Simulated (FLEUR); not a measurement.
# Cd (P6_3/mmc) in FLEUR: further runs

One crystal, Cd, is run at these levels: PBE; tasks: equation of state.

All numbers are computed with FLEUR MaX-R8.1 (later development tree); they aren't measurements. Logs are shortened: lines on timing, memory, paths and dates and some standing lists are left out, and cuts for length are marked.

## (1) The structure

Symmetry: P6_3/mmc, No. 194, hexagonal system. Conventional cell: a = 2.979 Å, b = 2.979 Å, c = 5.618 Å, α = 90.00°, β = 90.00°, γ = 120.00°. Around Cd (site symmetry -6m2) lie 12 Cd at 2.98 to 3.29 Å.

## (2) Equation of state, PBE, 20.29 Å³/atom (volume scaled by 0.94)

inp.xml

```xml
<?xml version="1.0" encoding="UTF-8" standalone="no"?>
<fleurInput fleurInputVersion="0.39">
   <comment>
      Cd                                                                                                  
   </comment>
   <calculationSetup>
      <cutoffs Kmax="3.8" Gmax="11.8" GmaxXC="11.8" numbands="0"/>
      <scfLoop itmax="60" minDistance="0.00001" maxIterBroyd="15" imix="Anderson" alpha="0.05" precondParam="0.0" spinf="2.0" sdNocoIR="T"/>
      <coreElectrons ctail="T" frcor="F" kcrel="0" coretail_lmax="0"/>
      <xcFunctional name="pbe" relativisticCorrections="F"/>
      <magnetism jspins="1"/>
      <soc l_soc="F" theta="0.0" phi="0.0" spav="F"/>
      <expertModes spex="0" secvar="F"/>
      <geometryOptimization l_f="F" forcealpha="1.0" forcemix="BFGS" epsdisp="0.0005" epsforce="0.0002"/>
      <ldaU l_linMix="F" mixParam="0.05" spinf="1.0"/>
   </calculationSetup>
   <cell>
      <bzIntegration valenceElectrons="40.0" mode="hist" fermiSmearingEnergy="0.00183747">
         <kPointListSelection listName="default-1"/>
         <!-- k-points included here -->
         <xi:include xmlns:xi="http://www.w3.org/2001/XInclude" href="kpts.xml"> </xi:include>
      </bzIntegration>
      <!-- symmetry operations included here -->
      <xi:include xmlns:xi="http://www.w3.org/2001/XInclude" href="sym.xml"> </xi:include>
      <bulkLattice scale="0.9795861087">
         <bravaisMatrix>
            <row-1>    5.6292484607872018     0.0000000000000000     0.0000000000000000</row-1>
            <row-2>   -2.8146242303936009     4.8750721713103049     0.0000000000000000</row-2>
            <row-3>    0.0000000000000000     0.0000000000000000    10.6158199638591899</row-3>
         </bravaisMatrix>
      </bulkLattice>
   </cell>
   <atomSpecies>
      <species name="Cadmium (Cd)" element="Cd" atomicNumber="48">
         <mtSphere radius="2.53" gridPoints="863" logIncrement="0.015"/>
         <atomicCutoffs lmax="10" lnonsphr="8"/>
         <electronConfig flipSpins="F">
            <coreConfig>(1s1/2) (2s1/2) (2p1/2) (2p3/2) (3s1/2) (3p1/2) (3p3/2) (3d3/2) (3d5/2)</coreConfig>
            <valenceConfig>(4s1/2) (4p1/2) (4p3/2) (5s1/2) (4d3/2) (4d5/2)</valenceConfig>
         </electronConfig>
         <energyParameters s="5" p="5" d="4" f="4"/>
         <lo type="SCLO" l="0" n="4" eDeriv="0"/>
         <lo type="SCLO" l="1" n="4" eDeriv="0"/>
         <lo type="SCLO" l="1" n="4" eDeriv="1"/>
         <lo type="SCLO" l="2" n="4" eDeriv="2"/>
         <lo type="SCLO" l="3" n="4" eDeriv="2"/>
      </species>
   </atomSpecies>
   <atomGroups>
      <atomGroup species="Cadmium (Cd)">
         <relPos label="                   1">-1.000/3.000 1.000/3.000 -1.000/4.000</relPos>
         <relPos label="                   2">1.000/3.000 -1.000/3.000 1.000/4.000</relPos>
         <force calculate="T" relaxXYZ="TTT"/>
      </atomGroup>
   </atomGroups>
   <output dos="F" band="F" slice="F">
      <checks vchk="F" cdinf="F"/>
      <bandDOS minEnergy="-.5*Htr" maxEnergy="0.5*Htr" sigma="0.015" storeEVData="T"/>
      <vacuumDOS vacdos="F" integ="F" star="F" nstars="0" locx1="0.0" locy1="0.0" locx2="0.0" locy2="0.0" nstm="0" tworkf="0.0"/>
      <unfoldingBand unfoldBand="F" supercellX="1" supercellY="1" supercellZ="1"/>
      <plotting iplot="0" polar="F">
         <plot TwoD="T" vec1="  1.0  0.0  0.0" vec2="  0.0  1.0  0.0" vec3="  0.0  0.0  1.0" zero="  0.0  0.0  0.0" file="plot"/>
      </plotting>
      <chargeDensitySlicing numkpt="0" minEigenval="0.0" maxEigenval="0.0" nnne="0" pallst="F"/>
      <specialOutput eonly="F"/>
      <moessbauerParams electricFieldGradient="T" isomerShift="T" coreHyperfine="T" valenceHyperfine="T"/>
      <magneticCircularDichroism mcd="F" energyLo="-10.0" energyUp="0.0"/>
   </output>
  <!-- We include the file relax.xml here to enable relaxations (see documentation) -->
  <xi:include xmlns:xi="http://www.w3.org/2001/XInclude" href="relax.xml"> <xi:fallback/> </xi:include>
</fleurInput>
```

Potentials or basis: all-electron, FLAPW.

Launch:

```
$ inpgen -f crystal.txt -profile fastHighL
$ # inp.xml edited to the form shown
$ fleur_MPI
```

Output:

```text
Welcome to FLEUR        (www.flapw.de)
      MaX-Release 8.1          (www.max-centre.eu)

 ========== k-point set info ==========
 Selected k-point list: default-1
 k-point list type: mesh
 10 x 10 x 5
 Number of k points: 42

 ------------Calculation Setup---------------------------
 Number of MPI-tasks      :            1
 Number of PE/node        :            1
 Number of OMP-threads    :            1
 Most efficient MPI parallelization for:
           1           2           3           6           7          14          21          42
 Additional eigenvalue parallelization possible
 Number of basis functions:          333
 Approximate size of matrices (H+S) per k-point:         0.002 GB
 --------------------------------------------------------
 Iteration:     1   Distance:       6.10408791 me/bohr^3
 Iteration:     2   Distance:       5.54704635 me/bohr^3
 Iteration:     3   Distance:       3.09084922 me/bohr^3
 Iteration:     4   Distance:       0.56413701 me/bohr^3
 Iteration:     5   Distance:       0.67723848 me/bohr^3
 Iteration:     6   Distance:       0.12764780 me/bohr^3
 Iteration:     7   Distance:       0.09866396 me/bohr^3
 Iteration:     8   Distance:       0.00688798 me/bohr^3
 Iteration:     9   Distance:       0.00366497 me/bohr^3
 Iteration:    10   Distance:       0.00064976 me/bohr^3
 Iteration:    11   Distance:       0.00009321 me/bohr^3
 Iteration:    12   Distance:       0.00007244 me/bohr^3
 Iteration:    13   Distance:       0.00000737 me/bohr^3

 ********************************************************************
 Run finished successfully
 Stop message:
   all done
 ********************************************************************
```

out.xml (last iteration):

```text
<iteration numberForCurrentRun="   13" overallNumber="   13">
         <energyParameters units="Htr">
            <atomicEP atomType="1" spin="1" branch="5s" branchLowest="-3.48" branchHighest="1.27" value="0.1451056980"/>
            <atomicEP atomType="1" spin="1" branch="5p" branchLowest="-2.04" branchHighest="1.92" value="0.3074539060"/>
            <atomicEP atomType="1" spin="1" branch="4d" branchLowest="-14.04" branchHighest="0.07" value="-0.0153694295"/>
            <atomicEP atomType="1" spin="1" branch="4f" branchLowest="-9.99" branchHighest="2.16" value="0.6245133219"/>
            <loAtomicEP atomType="1" spin="1" branch="4s" branchLowest="-26.55" branchHighest="-3.48" value="-3.4826301340"/>
            <loAtomicEP atomType="1" spin="1" branch="4p" branchLowest="-21.67" branchHighest="-2.04" value="-2.0570573015"/>
            <loAtomicEP atomType="1" spin="1" branch="4p" branchLowest="-21.67" branchHighest="-2.04" value="-2.0570573015"/>
            <loAtomicEP atomType="1" spin="1" branch="4d" branchLowest="-14.04" branchHighest="0.07" value="-0.0237860470"/>
            <loAtomicEP atomType="1" spin="1" branch="4f" branchLowest="-9.99" branchHighest="2.16" value="0.6245148250"/>
         </energyParameters>
         <eigenvalues>
            <eigenvaluesAt spin="1" ikpt="1" k_x="0.00000000" k_y="0.00000000" k_z="0.00000000">
                      -3.4828127893       -3.4827541926       -2.0516592017       -2.0507064446       -2.0498173933
                      -2.0498173933       -2.0497157236       -2.0497157236       -0.0626067218       -0.0517645186
                      -0.0351246914       -0.0351246914       -0.0329442801       -0.0329442801       -0.0302791886
                      -0.0133204957       -0.0133204957       -0.0027581580       -0.0027581580        0.1883257875
                       0.2017562148        0.7021710354        0.8215818430        0.8674744728        0.8750218408
                       0.8750218408        0.8815257196        0.9421662652        0.9421662652        1.0212588411
                       1.0212588411
            </eigenvaluesAt>
            <eigenvaluesAt spin="1" ikpt="2" k_x="0.00000000" k_y="0.00000000" k_z="0.20000000">
                      -3.4828072453       -3.4827598074       -2.0515688737       -2.0507984593       -2.0498073240
                      -2.0498073240       -2.0497252361       -2.0497252361       -0.0615841667       -0.0527543559
                      -0.0351885718       -0.0351885718       -0.0333703055       -0.0333703055       -0.0210505854
                      -0.0120284261       -0.0120284261       -0.0035318611       -0.0035318611        0.1154963076
                       0.2893230924        0.6300043855        0.8225165900        0.8573870598        0.8803336892
                       0.8803336892        0.9355843299        0.9355843299        0.9448566782        1.0205739385
[... 32 lines left out ...]
            <state n="1" l="0" j="0.5" energy="-973.8144677593" weight="1.0000000000"/>
            <state n="2" l="0" j="0.5" energy="-144.1910559180" weight="1.0000000000"/>
            <state n="2" l="1" j="0.5" energy="-134.2026496592" weight="1.0000000000"/>
            <state n="2" l="1" j="1.5" energy="-127.1295084560" weight="2.0000000000"/>
            <state n="3" l="0" j="0.5" energy="-26.5452439559" weight="1.0000000000"/>
            <state n="3" l="1" j="0.5" energy="-22.5432142318" weight="1.0000000000"/>
            <state n="3" l="1" j="1.5" energy="-21.2799768268" weight="2.0000000000"/>
            <state n="3" l="2" j="1.5" energy="-14.2003200302" weight="2.0000000000"/>
            <state n="3" l="2" j="2.5" energy="-13.9436223061" weight="3.0000000000"/>
         </coreStates>
         <allElectronCharges>
            <spinDependentCharge spin="1" total="96.0000000" interstitial="2.8829981" mtSpheres="93.1170019"/>
            <totalCharge value="95.9999999985"/>
         </allElectronCharges>
         <moessbauerParams unitsHFF="kG" unitsIS="e/bohr^3" unitsEFG="Htr/bohr^2">
            <coreIsomerShift atomType="1" isTotal="161533.98731">
               <shell n="1" l="0" isomerShift="141645.67452"/>
               <shell n="2" l="0" isomerShift="16340.76199"/>
               <shell n="2" l="1" isomerShift="358.47932"/>
               <shell n="3" l="0" isomerShift="3115.62471"/>
               <shell n="3" l="1" isomerShift="73.44676"/>
               <shell n="3" l="2" isomerShift="0.00001"/>
            </coreIsomerShift>
            <isomerShift atomType="1" nucleusRadius="0.0001140" averageDensity="162164.49476"/>
            <electricFieldGradient atomType="1" VXX="-0.46704" VYY="-0.46704" VZZ="0.93407" asymParam="0.00000">
            </electricFieldGradient>
         </moessbauerParams>
         <totalEnergy                                    value="   -11192.0440481810" units="Htr">
            <sumOfEigenvalues                            value="    -6711.7617882357">
               <coreElectrons value="-6673.3884362727"/>
               <valenceElectrons value="-38.3733519630"/>
            </sumOfEigenvalues>
            <densityCoulombPotentialIntegral value="-18042.7903243534"/>
            <densityEffectivePotentialIntegral value="-18446.6769124076"/>
            <chargeDenXCDenIntegral value="-309.5633769280"/>
            <FockExchangeEnergyValence value="0.0000000000"/>
            <FockExchangeEnergyCore value="0.0000000000"/>
            <atomTypeDependentContributions atomType="1">
               <electronNucleiInteractionDifferentMTs value="13555.6453376207"/>
               <MadelungTerm value="-40.3552956274"/>
            </atomTypeDependentContributions>
            <tkbTimesEntropy value="0.0000938798"/>
            <freeEnergy value="-11192.0441420608"/>
            <extrapolationTo0K value="-11192.0440951209"/>
         </totalEnergy>
         <densityConvergence units="me/bohr^3">
            <chargeDensity spin="1" distance="0.0000073745"/>
         </densityConvergence>
      </iteration>
```

Wall time 22 s (1 thread of Arm Neoverse V1, shared host); peak memory 0.07 GiB.

What came out:

```
Free energy                                           : -304551.0360 eV
Band gap on the k mesh                                : none (metal or under the smearing width)
Valence electrons inside the program's atomic spheres : Cd 18.56 (radii Cd 2.53 bohr)
```

## (3) Equation of state, PBE, 20.72 Å³/atom (volume scaled by 0.96)

Changes to inp.xml since step 2:

```diff
@@ -24,3 +24,3 @@
       <xi:include xmlns:xi="http://www.w3.org/2001/XInclude" href="sym.xml"> </xi:include>
-      <bulkLattice scale="0.9795861087">
+      <bulkLattice scale="0.9864848297">
          <bravaisMatrix>
```

Potentials or basis: all-electron, FLAPW.

Launch:

```
$ inpgen -f crystal.txt -profile fastHighL
$ # inp.xml edited to the form shown
$ fleur_MPI
```

Run time: 23 s. Hardware: 1 thread of Arm Neoverse V1, shared host; peak memory 0.07 GiB.

It converged, with:

```
Free energy                                           : -304551.0711 eV
Band gap on the k mesh                                : none (metal or under the smearing width)
Valence electrons inside the program's atomic spheres : Cd 18.54 (radii Cd 2.53 bohr)
```

## (4) Equation of state, PBE, 21.15 Å³/atom (volume scaled by 0.98)

Changes to inp.xml since step 3:

```diff
@@ -24,3 +24,3 @@
       <xi:include xmlns:xi="http://www.w3.org/2001/XInclude" href="sym.xml"> </xi:include>
-      <bulkLattice scale="0.9864848297">
+      <bulkLattice scale="0.9932883884">
          <bravaisMatrix>
```

Launch:

```
$ inpgen -f crystal.txt -profile fastHighL
$ # inp.xml edited to the form shown
$ fleur_MPI
```

Wall time 23 s (1 thread of Arm Neoverse V1, shared host); peak memory 0.07 GiB.

Results (log left out):

```yaml
Free_energy: -304551.0974 eV
Band_gap_on_the_k_mesh: none (metal or under the smearing width)
Valence_electrons_inside_the_program's_atomic_spheres: Cd 18.52 (radii Cd 2.53 bohr)
```

## (5) Equation of state, PBE, 21.59 Å³/atom

Changes to inp.xml since step 4:

```diff
@@ -24,3 +24,3 @@
       <xi:include xmlns:xi="http://www.w3.org/2001/XInclude" href="sym.xml"> </xi:include>
-      <bulkLattice scale="0.9932883884">
+      <bulkLattice scale="1.0000000000">
          <bravaisMatrix>
```

Launch:

```
$ inpgen -f crystal.txt -profile fastHighL
$ # inp.xml edited to the form shown
$ fleur_MPI
```

It took 24 s on 1 thread of Arm Neoverse V1, shared host; peak memory 0.07 GiB.

The run converged. Its results:

```yaml
Free_energy: -304551.1160 eV
Band_gap_on_the_k_mesh: none (metal or under the smearing width)
Valence_electrons_inside_the_program's_atomic_spheres: Cd 18.51 (radii Cd 2.53 bohr)
```

## (6) Equation of state, PBE, 22.02 Å³/atom (volume scaled by 1.02)

Changes to inp.xml since step 5:

```diff
@@ -24,3 +24,3 @@
       <xi:include xmlns:xi="http://www.w3.org/2001/XInclude" href="sym.xml"> </xi:include>
-      <bulkLattice scale="1.0000000000">
+      <bulkLattice scale="1.0066227096">
          <bravaisMatrix>
```

Potentials or basis: all-electron, FLAPW.

Launch:

```
$ inpgen -f crystal.txt -profile fastHighL
$ # inp.xml edited to the form shown
$ fleur_MPI
```

Run time: 24 s. Hardware: 1 thread of Arm Neoverse V1, shared host; peak memory 0.07 GiB.

Results (log left out):

```yaml
Free_energy: -304551.1284 eV
Band_gap_on_the_k_mesh: none (metal or under the smearing width)
Valence_electrons_inside_the_program's_atomic_spheres: Cd 18.50 (radii Cd 2.53 bohr)
```

## (7) Equation of state, PBE, 22.45 Å³/atom (volume scaled by 1.04)

Changes to inp.xml since step 6:

```diff
@@ -24,3 +24,3 @@
       <xi:include xmlns:xi="http://www.w3.org/2001/XInclude" href="sym.xml"> </xi:include>
-      <bulkLattice scale="1.0066227096">
+      <bulkLattice scale="1.0131594038">
          <bravaisMatrix>
```

Launch:

```
$ inpgen -f crystal.txt -profile fastHighL
$ # inp.xml edited to the form shown
$ fleur_MPI
```

Wall time 25 s (1 thread of Arm Neoverse V1, shared host); peak memory 0.07 GiB.

Results (log left out):

| Quantity | Value |
| --- | --- |
| Free energy | -304551.1343 eV |
| Band gap on the k mesh | none (metal or under the smearing width) |
| Valence electrons inside the program's atomic spheres | Cd 18.48 (radii Cd 2.53 bohr) |

## (8) Equation of state, PBE, 22.88 Å³/atom (volume scaled by 1.06)

Changes to inp.xml since step 7:

```diff
@@ -24,3 +24,3 @@
       <xi:include xmlns:xi="http://www.w3.org/2001/XInclude" href="sym.xml"> </xi:include>
-      <bulkLattice scale="1.0131594038">
+      <bulkLattice scale="1.0196128224">
          <bravaisMatrix>
```

Launch:

```
$ inpgen -f crystal.txt -profile fastHighL
$ # inp.xml edited to the form shown
$ fleur_MPI
```

It took 25 s on 1 thread of Arm Neoverse V1, shared host; peak memory 0.07 GiB.

Results (log left out):

| Quantity | Value |
| --- | --- |
| Free energy | -304551.1351 eV |
| Band gap on the k mesh | none (metal or under the smearing width) |
| Valence electrons inside the program's atomic spheres | Cd 18.47 (radii Cd 2.53 bohr) |

## (9) Equation of state, PBE

Potentials or basis: all-electron, FLAPW.

No new run: the results of the series are fitted here.

Results:

```yaml
Equilibrium_volume: 22.73 Å³/atom
Bulk_modulus_at_fixed_shape_and_positions: 48 GPa
Pressure_derivative_of_the_bulk_modulus: "5.3 (rough: it moves with the points fitted)"
```

Energy against volume, from the lowest point:
```tsv
volume (Å³/atom)	energy (meV/atom)
20.290	49.52
20.722	31.99
21.154	18.85
21.585	9.51
22.017	3.36
22.449	0.39
22.880	0.00
```

Caveat: the cell was scaled at fixed shape and fractional positions, which overstates the stiffness of a crystal with free parameters, most of all of layers and chains.
